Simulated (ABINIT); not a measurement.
# BP (F-43m) in ABINIT: a series of runs

One crystal, BP, is run at these levels: LDA-VWN, SOGGA, PBE+D3(BJ), revPBE; tasks: band structure, equation of state.

Everything below comes from runs of ABINIT 10.8.3 (patched build). Logs are shortened: lines on timing, memory, paths and dates and some standing lists are left out, and cuts for length are marked. The log counts tension as positive stress, the text compression.

**Experimental background.**

From “Equation of state of single-crystal cubic boron phosphide”, 2014, arxiv:1407.1677, for a bulk crystal of BP at 300 K: bulk modulus 179 ± 1 GPa.

How close the calculation comes is told below.

## 1. The crystal as given

Symmetry: F-43m, No. 216, cubic system. Conventional cell: a = 4.538 Å, b = 4.538 Å, c = 4.538 Å, α = 90.00°, β = 90.00°, γ = 90.00°. Around P (site symmetry -43m) lie 4 B at 1.97 Å. Around B (site symmetry -43m) lie 4 P at 1.97 Å.

## 2. Band structure, LDA-VWN

File run.abi:

```
# Datasets: ground state, then fixed potential
ndtset 2

# Pseudopotentials
pp_dirpath "./"
pseudos "P.LDA_PW-JTH.xml, B.LDA_PW-JTH.xml"

# Structure
acell 3.208850573 3.208850573 3.208850573 Angstrom
rprim
     0.0000000000     0.7071067812     0.7071067812
     0.7071067812     0.0000000000     0.7071067812
     0.7071067812     0.7071067812     0.0000000000
ntypat 2
znucl 15 5
natom 2
typat 1 2
xcart
     3.4035000000     3.4035000000     3.4035000000
     0.0000000000     0.0000000000     0.0000000000 Angstrom

# Plane-wave basis
ecut 544.227725 eV
pawecutdg 40.0

# Exchange and correlation
ixc -1007

# Bands and occupations
occopt 3
tsmear 0.05 eV

# SCF cycle
nstep 100

# Output
iomode 3
prtwf 0
prteig 0
prtebands 0
prtden1 1
prtvha1 1
prtvclmb1 1
prtpot1 1

# Dataset 1
kptopt1 1
ngkpt1 10 10 10
nshiftk1 1
shiftk1 0.0 0.0 0.0
nband1 8
tolvrs1 1.0e-9

# Dataset 2: bands along G-X-W-K-G-L-U-W-L-K
iscf2 -2
getden2 1
nband2 12
nbdbuf2 2
tolwfr2 1.0e-12
kptopt2 -9
ndivsm2 5
prteig2 1
prtvol2 -3
kptbounds2
     0.0000000000     0.0000000000     0.0000000000
     0.5000000000     0.0000000000     0.5000000000
     0.5000000000     0.2500000000     0.7500000000
     0.3750000000     0.3750000000     0.7500000000
     0.0000000000     0.0000000000     0.0000000000
     0.5000000000     0.5000000000     0.5000000000
     0.6250000000     0.2500000000     0.6250000000
     0.5000000000     0.2500000000     0.7500000000
     0.5000000000     0.5000000000     0.5000000000
     0.3750000000     0.3750000000     0.7500000000
```

Potentials or basis: JTH PAW LDA v2.0.

Run with:

```bash
$ abinit run.abi > log 2>&1
```

run.abo:

```text
.Version 10.8.3 of ABINIT
 DATASET    1 : space group F-4 3 m (#216); Bravais cF (face-center cubic)
================================================================================
 Values of the parameters that define the memory need for DATASET  1.
     intxc =       0    ionmov =       0      iscf =      17    lmnmax =       8
     lnmax =       4     mgfft =      27  mpssoang =       2    mqgrid =    3001
     natom =       2  nloc_mem =       2    nspden =       1   nspinor =       1
    nsppol =       1      nsym =      24    n1xccc =       1    ntypat =       2
    occopt =       3   xclevel =       1
       mpw =         685          nfft =       19683          nkpt =          47
 PAW method is used; the additional fine FFT grid is defined by:
   mgfftf=        36    nfftf =     46656
================================================================================
================================================================================

 DATASET    2 : space group F-4 3 m (#216); Bravais cF (face-center cubic)
================================================================================
 Values of the parameters that define the memory need for DATASET  2.
     intxc =       0    ionmov =       0      iscf =      -2    lmnmax =       8
     lnmax =       4     mgfft =      27  mpssoang =       2    mqgrid =    3001
     natom =       2  nloc_mem =       2    nspden =       1   nspinor =       1
    nsppol =       1      nsym =      24    n1xccc =       1    ntypat =       2
    occopt =       3   xclevel =       1
       mpw =         688          nfft =       19683          nkpt =          87
 PAW method is used; the additional fine FFT grid is defined by:
   mgfftf=        36    nfftf =     46656
================================================================================
================================================================================

--------------------------------------------------------------------------------
------------- Echo of variables that govern the present computation ------------
--------------------------------------------------------------------------------
 -outvars: echo values of preprocessed input variables --------
            acell      6.0638487619E+00  6.0638487619E+00  6.0638487619E+00 Bohr
              amu      3.09737620E+01  1.08110000E+01
             ecut      2.00000000E+01 Hartree
           getden1          0
           getden2          1
             iscf1         17
             iscf2         -2
              ixc       -1007
           jdtset        1    2
           kptopt1          1
           kptopt2         -9
         kptrlatt       10    0    0      0   10    0      0    0   10
          kptrlen1     6.06384876E+01
          kptrlen2     3.00000000E+01
            natom           2
            nband1          8
            nband2         12
           nbdbuf1          0
           nbdbuf2          2
           ndtset           2
           ndivsm1          0
           ndivsm2          5
            ngfft          27      27      27
          ngfftdg          36      36      36
             nkpt1         47
             nkpt2         87
            nstep         100
             nsym          24
           ntypat           2
           occopt           3
        pawecutdg      4.00000000E+01 Hartree
        prtebands           0
           prteig1          0
           prteig2          1
           prtpot1          1
           prtpot2          0
         prtvclmb1          1
         prtvclmb2          0
           prtvha1          1
           prtvha2          0
           prtvol1          0
           prtvol2         -3
            prtwf           0
            rprim      0.0000000000E+00  7.0710678120E-01  7.0710678120E-01
                       7.0710678120E-01  0.0000000000E+00  7.0710678120E-01
                       7.0710678120E-01  7.0710678120E-01  0.0000000000E+00
           shiftk1     0.00000000E+00  0.00000000E+00  0.00000000E+00
[... 38 lines left out ...]
lattice_volume:   1.5766311E+02
convergence: {deltae:  0.000E+00, res2:  0.000E+00, residm:  9.966E-13, diffor:  0.000E+00, }
etotal    :  -9.61997803E+00
entropy   :   0.00000000E+00
fermie    :   3.27895378E-01
cartesian_stress_tensor: null
pressure_GPa: null
xred      :
- [  7.5000E-01,   7.5000E-01,   7.5000E-01,  P]
- [ -8.5297E-12,  -8.5297E-12,  -8.5297E-12,  B]
cartesian_forces: null
force_length_stats: {min: null, max: null, mean: null, }
...

 Integrated electronic density in atomic spheres:
 ------------------------------------------------
 Atom  Sphere_radius  Integrated_density
    1        1.60765          1.65595081
    2        1.70617          1.84096724

================================================================================

 ----iterations are completed or convergence reached----

 Mean square residual over all n,k,spin=   43.807E-14; max=  99.658E-14
 reduced coordinates (array xred) for    2 atoms
       0.749999999991      0.749999999991      0.749999999991
      -0.000000000009     -0.000000000009     -0.000000000009

 cartesian coordinates (angstrom) at end:
    1      3.40350000000000     3.40350000000000     3.40350000000000
    2     -0.00000000003871    -0.00000000003871    -0.00000000003871
 length scales=  6.063848761932  6.063848761932  6.063848761932 bohr
              =  3.208850573000  3.208850573000  3.208850573000 angstroms
 Eigenvalues (hartree) for nkpt=  87  k points:
 kpt#   1, nband= 12, wtk=  1.00000, kpt=  0.0000  0.0000  0.0000 (reduced coord)
  -0.25936    0.30669    0.30669    0.30669    0.43080    0.43080    0.43080    0.57645
   0.72055    0.75079    0.75079    0.87794
 kpt#   2, nband= 12, wtk=  1.00000, kpt=  0.0357  0.0000  0.0357 (reduced coord)
  -0.25824    0.30158    0.30158    0.30276    0.42835    0.43708    0.43708    0.57961
   0.72431    0.73821    0.75189    0.88009
 kpt#   3, nband= 12, wtk=  1.00000, kpt=  0.0714  0.0000  0.0714 (reduced coord)
  -0.25486    0.28877    0.28877    0.29155    0.42171    0.45352    0.45352    0.58655
   0.71192    0.73553    0.75545    0.88669
 kpt#   4, nband= 12, wtk=  1.00000, kpt=  0.1071  0.0000  0.1071 (reduced coord)
  -0.24924    0.27229    0.27229    0.27442    0.41243    0.47604    0.47604    0.58880
   0.69041    0.75298    0.76143    0.89773
 kpt#   5, nband= 12, wtk=  1.00000, kpt=  0.1429  0.0000  0.1429 (reduced coord)
  -0.24141    0.25285    0.25473    0.25473    0.40187    0.50191    0.50191    0.57503
   0.68779    0.76969    0.77567    0.91306
 kpt#   6, nband= 12, wtk=  1.00000, kpt=  0.1786  0.0000  0.1786 (reduced coord)
  -0.23139    0.22813    0.23747    0.23747    0.39109    0.52966    0.52966    0.54773
[... 230 lines left out ...]
  -0.11477   -0.00403    0.13914    0.20836    0.41918    0.55966    0.56781    0.64634
   0.73695    0.78462    0.92084    0.97486
 kpt#  84, nband= 12, wtk=  1.00000, kpt=  0.4167  0.4167  0.6667 (reduced coord)
  -0.10579    0.00350    0.11279    0.19917    0.40781    0.58778    0.59447    0.62347
   0.73153    0.77501    0.95327    0.98634
 kpt#  85, nband= 12, wtk=  1.00000, kpt=  0.4028  0.4028  0.6944 (reduced coord)
  -0.09621    0.01004    0.09073    0.19087    0.39784    0.58004    0.61614    0.64121
   0.72627    0.76924    0.97207    1.01382
 kpt#  86, nband= 12, wtk=  1.00000, kpt=  0.3889  0.3889  0.7222 (reduced coord)
  -0.08730    0.01259    0.07758    0.18378    0.38961    0.55173    0.64174    0.67197
   0.72225    0.76972    0.97619    1.05223
 kpt#  87, nband= 12, wtk=  1.00000, kpt=  0.3750  0.3750  0.7500 (reduced coord)
  -0.08168    0.01018    0.07708    0.17816    0.38329    0.52399    0.66053    0.69295
   0.72809    0.77978    0.97431    1.07740

== END DATASET(S) ==============================================================
================================================================================

 -outvars: echo values of variables after computation  --------
            acell      6.0638487619E+00  6.0638487619E+00  6.0638487619E+00 Bohr
           etotal1    -9.6199780311E+00
            fcart1    -6.1326166201E-32 -6.1326166201E-32  1.8397849860E-31
                       6.1326166201E-32  6.1326166201E-32 -1.8397849860E-31
            rprim      0.0000000000E+00  7.0710678120E-01  7.0710678120E-01
                       7.0710678120E-01  0.0000000000E+00  7.0710678120E-01
                       7.0710678120E-01  7.0710678120E-01  0.0000000000E+00
           strten1     1.8636477587E-04  1.8636477587E-04  1.8636477587E-04
                       0.0000000000E+00  0.0000000000E+00  0.0000000000E+00
           xangst      3.4035000000E+00  3.4035000000E+00  3.4035000000E+00
                      -3.8707925976E-11 -3.8707925976E-11 -3.8707925976E-11
             xred      7.4999999999E-01  7.4999999999E-01  7.4999999999E-01
                      -8.5297324759E-12 -8.5297324759E-12 -8.5297324759E-12
 Calculation completed.
```

It took 15 s on 1 thread of Arm Neoverse V2, shared host; peak memory 0.09 GiB.

What came out:

```
Free energy                                           : -261.7729 eV
Pressure                                              : -5.5 GPa
Band gap on the k mesh                                : 1.19 eV, indirect (least direct gap 3.38 eV)
Band gap along the path                               : 1.19 eV, indirect (least direct gap 3.38 eV)
Valence electrons inside the program's atomic spheres : P 1.66; B 1.84
```

Levels at the corners of the path, in eV from the valence-band top:
```csv
point,band 2,band 3,band 4,band 5,band 6,band 7
Γ,0.00,0.00,0.00,3.38,3.38,3.38
X,-8.49,-4.11,-4.11,1.31,1.55,11.94
W,-7.94,-5.69,-5.49,5.24,6.66,7.15
K,-8.07,-6.25,-3.50,2.08,5.91,9.63
Γ,0.00,0.00,0.00,3.38,3.38,3.38
L,-9.01,-1.75,-1.75,3.76,4.68,4.68
U,-8.07,-6.25,-3.50,2.08,5.91,9.63
W,-7.94,-5.69,-5.49,5.24,6.66,7.15
L,-9.01,-1.75,-1.75,3.76,4.68,4.68
K,-8.07,-6.25,-3.50,2.08,5.91,9.63
```

## 3. Band structure, SOGGA

run.abi: that of step 2 with these lines changed.

```diff
@@ -5,10 +5,10 @@
 pp_dirpath "./"
-pseudos "P.LDA_PW-JTH.xml, B.LDA_PW-JTH.xml"
+pseudos "P.GGA_PBE-JTH.xml, B.GGA_PBE-JTH.xml"
 
 # Structure
-acell 3.208850573 3.208850573 3.208850573 Angstrom
+acell 3*1.0 Angstrom
 rprim
-     0.0000000000     0.7071067812     0.7071067812
-     0.7071067812     0.0000000000     0.7071067812
-     0.7071067812     0.7071067812     0.0000000000
+     0.0000000000     2.2690000000     2.2690000000
+     2.2690000000     0.0000000000     2.2690000000
+     2.2690000000     2.2690000000     0.0000000000
 ntypat 2
@@ -17,5 +17,5 @@
 typat 1 2
-xcart
-     3.4035000000     3.4035000000     3.4035000000
-     0.0000000000     0.0000000000     0.0000000000 Angstrom
+xred
+     0.7500000000     0.7500000000     0.7500000000
+     0.0000000000     0.0000000000     0.0000000000
 
@@ -26,3 +26,3 @@
 # Exchange and correlation
-ixc -1007
+ixc -150130
 
@@ -40,6 +40,4 @@
 prtebands 0
+enunit 2
 prtden1 1
-prtvha1 1
-prtvclmb1 1
-prtpot1 1
 
@@ -60,3 +58,3 @@
 kptopt2 -9
-ndivsm2 5
+ndivsm2 6
 prteig2 1
```

Potentials or basis: JTH PAW PBE v2.0.

Run with:

```bash
$ abinit run.abi > log 2>&1
```

Wall time 23 s (1 thread of Arm Neoverse V2, shared host); peak memory 0.11 GiB.

Results (log left out):

```yaml
Free_energy: -259.1982 eV
Pressure: -3.1 GPa
Band_gap_on_the_k_mesh: 1.05 eV, indirect (least direct gap 3.31 eV)
Band_gap_along_the_path: 1.04 eV, indirect (least direct gap 3.31 eV)
Valence_electrons_inside_the_program's_atomic_spheres: P 1.63; B 1.83
```

Levels at the corners of the path, in eV from the valence-band top:
| point | band 2 | band 3 | band 4 | band 5 | band 6 | band 7 |
| --- | --- | --- | --- | --- | --- | --- |
| Γ | 0.00 | 0.00 | 0.00 | 3.31 | 3.31 | 3.31 |
| X | -8.65 | -4.18 | -4.18 | 1.14 | 1.43 | 12.04 |
| W | -8.09 | -5.80 | -5.60 | 5.17 | 6.57 | 7.15 |
| K | -8.21 | -6.36 | -3.56 | 1.95 | 5.84 | 9.65 |
| Γ | 0.00 | 0.00 | 0.00 | 3.31 | 3.31 | 3.31 |
| L | -9.16 | -1.78 | -1.78 | 3.68 | 4.58 | 4.58 |
| U | -8.21 | -6.36 | -3.56 | 1.95 | 5.84 | 9.65 |
| W | -8.09 | -5.80 | -5.60 | 5.17 | 6.57 | 7.15 |
| L | -9.16 | -1.78 | -1.78 | 3.68 | 4.58 | 4.58 |
| K | -8.21 | -6.36 | -3.56 | 1.95 | 5.84 | 9.65 |

Caveat: the PAW data sets were made with another functional, which shifts forces and pressure a little.

## 4. Equation of state, PBE+D3(BJ)

File run.abi:

```
# Datasets: one volume each
ndtset 7
getwfk -1
scalecart1 3*0.9795861087
scalecart2 3*0.9864848297
scalecart3 3*0.9932883884
scalecart4 3*1.0000000000
scalecart5 3*1.0066227096
scalecart6 3*1.0131594038
scalecart7 3*1.0196128224

# Pseudopotentials
pp_dirpath "./"
pseudos "P.GGA_PBE-JTH.xml, B.GGA_PBE-JTH.xml"

# Structure
acell 6.0638487579 6.0638487579 6.0638487579
rprim
     0.0000000000     0.7071067812     0.7071067812
     0.7071067812     0.0000000000     0.7071067812
     0.7071067812     0.7071067812     0.0000000000
ntypat 2
znucl 15 5
natom 2
typat 1 2
xred
     0.7500000000     0.7500000000     0.7500000000
     0.0000000000     0.0000000000     0.0000000000

# Plane-wave basis
ecut 20.0
pawecutdg 40.0

# k points
kptopt 1
ngkpt 10 10 10
nshiftk 1
shiftk 0.0 0.0 0.0

# Exchange and correlation
ixc 11
vdw_xc 7

# Bands and occupations
nband 8
occopt 3
tsmear 0.05 eV

# SCF cycle
nstep 100
tolvrs 1.0e-9

# Output
iomode 3
prtwf 1
prtden 0
prteig 0
prtebands 0
enunit 1
```

Run with:

```bash
$ abinit run.abi > log 2>&1
```

Wall time 44 s (1 thread of Arm Neoverse V2, shared host); peak memory 0.12 GiB.

The run converged. Its results:

| Quantity | Value |
| --- | --- |
| Equilibrium volume | 11.45 Å³/atom |
| Bulk modulus | 171 GPa |
| Pressure derivative of the bulk modulus | 3.8 |

Energy against volume, from the lowest point:
| volume (Å³/atom) | energy (meV/atom) |
| --- | --- |
| 10.981 | 11.16 |
| 11.214 | 2.76 |
| 11.448 | 0.00 |
| 11.682 | 2.31 |
| 11.915 | 9.27 |
| 12.149 | 20.44 |
| 12.383 | 35.39 |

Caveat: pressures at fixed basis lie under the slope of the energies.

## 5. Band structure, revPBE

File run.abi:

```
# Datasets: ground state, then fixed potential
ndtset 2

# Pseudopotentials
pp_dirpath "./"
pseudos "P.upf, B.upf"

# Structure
acell 3*1.0 Angstrom
rprim
     0.0000000000     2.2690000000     2.2690000000
     2.2690000000     0.0000000000     2.2690000000
     2.2690000000     2.2690000000     0.0000000000
ntypat 2
znucl 15 5
natom 2
typat 1 2
xcart
     3.4035000000     3.4035000000     3.4035000000
     0.0000000000     0.0000000000     0.0000000000 Angstrom

# Plane-wave basis
ecut 38.0

# Exchange and correlation
ixc 14

# Bands and occupations
occopt 3
tsmear 0.05 eV

# SCF cycle
nstep 100

# Output
iomode 3
prtwf 0
prteig 0
prtebands 0
prtden1 1

# Dataset 1
kptopt1 1
ngkpt1 10 10 10
nshiftk1 1
shiftk1 0.0 0.0 0.0
nband1 8
tolvrs1 1.0e-10

# Dataset 2: bands along G-X-W-K-G-L-U-W-L-K
iscf2 -2
getden2 1
nband2 12
nbdbuf2 2
tolwfr2 1.0e-12
kptopt2 -9
ndivsm2 8
prteig2 1
kptbounds2
     0.0000000000     0.0000000000     0.0000000000
     0.5000000000     0.0000000000     0.5000000000
     0.5000000000     0.2500000000     0.7500000000
     0.3750000000     0.3750000000     0.7500000000
     0.0000000000     0.0000000000     0.0000000000
     0.5000000000     0.5000000000     0.5000000000
     0.6250000000     0.2500000000     0.6250000000
     0.5000000000     0.2500000000     0.7500000000
     0.5000000000     0.5000000000     0.5000000000
     0.3750000000     0.3750000000     0.7500000000
```

Potentials or basis: PseudoDojo NC SR PBE v0.4.1 standard.

Run with:

```bash
$ abinit run.abi > log 2>&1
```

Run time: 59 s. Hardware: 1 thread of Arm Neoverse V2, shared host; peak memory 0.11 GiB.

It converged, with:

- Free energy: -269.3778 eV
- Pressure: 1.7 GPa
- Band gap on the k mesh: 1.30 eV, indirect (least direct gap 3.41 eV)
- Band gap along the path: 1.29 eV, indirect (least direct gap 3.41 eV)
- Valence electrons inside the program's atomic spheres: P 2.93; B 2.72

Levels at the corners of the path, in eV from the valence-band top:
```tsv
point	band 1	band 2	band 3	band 4	band 5	band 6	band 7	band 8
Γ	-15.44	0.00	0.00	0.00	3.41	3.41	3.41	7.38
X	-10.60	-8.57	-4.11	-4.11	1.39	1.73	12.07	12.07
W	-10.33	-8.05	-5.65	-5.44	5.37	6.82	7.25	7.46
K	-10.61	-8.15	-6.19	-3.50	2.20	6.04	9.71	10.60
Γ	-15.44	0.00	0.00	0.00	3.41	3.41	3.41	7.38
L	-12.13	-9.01	-1.76	-1.76	3.80	4.73	4.73	10.21
U	-10.61	-8.15	-6.19	-3.50	2.20	6.04	9.71	10.60
W	-10.33	-8.05	-5.65	-5.44	5.37	6.82	7.25	7.46
L	-12.13	-9.01	-1.76	-1.76	3.80	4.73	4.73	10.21
K	-10.61	-8.15	-6.19	-3.50	2.20	6.04	9.71	10.60
```

Caveat: the potentials were made for another functional, which shifts forces and pressure.

## 6. Overview

| task | level | potentials or basis | cutoff (eV) | fine-grid cutoff | gap on the mesh (eV) | pressure (GPa) |
| --- | --- | --- | --- | --- | --- | --- |
| band structure | LDA-VWN | JTH PAW LDA v2.0 | 544 | 1088.46 eV | 1.19 | -5.5 |
| band structure | SOGGA | JTH PAW PBE v2.0 | 544 | 1088.46 eV | 1.05 | -3.1 |
| equation of state | PBE+D3(BJ) | JTH PAW PBE v2.0 | 544 | 1088.46 eV | - | - |
| band structure | revPBE | PseudoDojo NC SR PBE v0.4.1 standard | 1034 | - | 1.30 | 1.7 |

Alike in all rows: no spin polarisation; cell as given; k mesh 10 × 10 × 10; smearing fermi-dirac 0.05 eV.

Caveats: the PAW data sets were made with another functional, which shifts forces and pressure a little (some runs); pressures at fixed basis lie under the slope of the energies (some runs); the potentials were made for another functional, which shifts forces and pressure (some runs).

Absolute energies hang on the potentials; compare differences alone.

## 7. Comparison with measurements

Step 4. Measured bulk modulus of BP: 179 GPa (300 K; “Equation of state of single-crystal cubic boron phosphide”, 2014, arxiv:1407.1677). This calculation gives 171 GPa (-4.5 %). 3 values of this kind are on record (173 to 179 GPa); this one was drawn at random among those near their median, those with a stated uncertainty first. The fit is for a static lattice scaled at fixed shape and fixed fractional positions.
